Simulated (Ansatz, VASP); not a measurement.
## BN in VASP and in Ansatz

File INCAR:

```
PREC = Accurate ; ENCUT = 520
EDIFF = 1E-6 ; ISMEAR = 0
SIGMA = 0.05 ; LREAL = False
LASPH = True ; NELM = 80
ALGO = Normal ; ISIF = 2
LWAVE = False ; LCHARG = False
GGA = PS ; NBANDS = 16
```

Contents of KPOINTS:

```
regular mesh
0
Gamma
  12 12 4
```

File POSCAR:

```
BN
1.0
    2.6291912895      0.0000000000      0.0000000000
   -1.3145956448      2.2769464481      0.0000000000
    0.0000000000      0.0000000000      6.9942600000
B N
2 2
Direct
    0.3333333333      0.6666666667      0.2500000000
    0.6666666667      0.3333333333      0.7500000000
    0.3333333333      0.6666666667      0.7500000000
    0.6666666667      0.3333333333      0.2500000000
```

Input for Ansatz:

```yaml
crystal:
  lattice:
    - [2.6291912895, 0.0, 0.0]
    - [-1.3145956448, 2.2769464481, 0.0]
    - [0.0, 0.0, 6.99426]
  atoms:
    - { symbol: B, position: [0.3333333333, 0.6666666667, 0.25] }
    - { symbol: B, position: [0.6666666667, 0.3333333333, 0.75] }
    - { symbol: "N", position: [0.3333333333, 0.6666666667, 0.75] }
    - { symbol: "N", position: [0.6666666667, 0.3333333333, 0.25] }
basis:
  ecutwfc: 420
kpoints:
  mp_grid: { grid: [12, 12, 4] }
hamiltonian:
  xc: pbesol
scf:
  occupations: { method: gaussian, width: 0.05 }
output:
  forces: true
  stress: true
  eigenvalues: true
```

Change from the starting cell: strain +0.050 along x and y, +0.050 along z, atoms carried along.

Alike in both runs: task single point; functional PBEsol; k mesh 12 × 12 × 4; occupations gaussian, width 0.05 eV; no spin polarisation.

|  | VASP | Ansatz |
| --- | --- | --- |
| version | VASP 6.6.1 | Ansatz 0.2.0 |
| potentials or method | VASP PAW PBE potentials, release 64 (B, N) | scalar-relativistic, plane waves, PAW |
| plane-wave cutoff (eV) | 520 | 420 |
| valence electrons in the cell | 16 | 16 |

Ansatz gave:

| Item | Value |
| --- | --- |
| gap on the k mesh at the Fermi level (eV) | 4.01 |
| least direct gap on the mesh (eV) | 4.23 |
| pressure (GPa) | -26.9 |
| largest component of the traceless stress (GPa) | 26.83 |

Task: What did VASP give for the same quantities?

Result: gap on the k mesh at the Fermi level (eV): 4.00; least direct gap on the mesh (eV): 4.23; pressure (GPa): -26.8; largest component of the traceless stress (GPa): 26.53.

Caveats: so large a pressure means that the cell lies far from this level's equilibrium, or that cutoff or potentials fall short (VASP); the potentials were made for another functional, which shifts forces and pressure (VASP); this functional lacks dispersion, which binds the layers, so the pressure and a relaxed spacing across them are unreliable. A k mesh can miss the band edges.
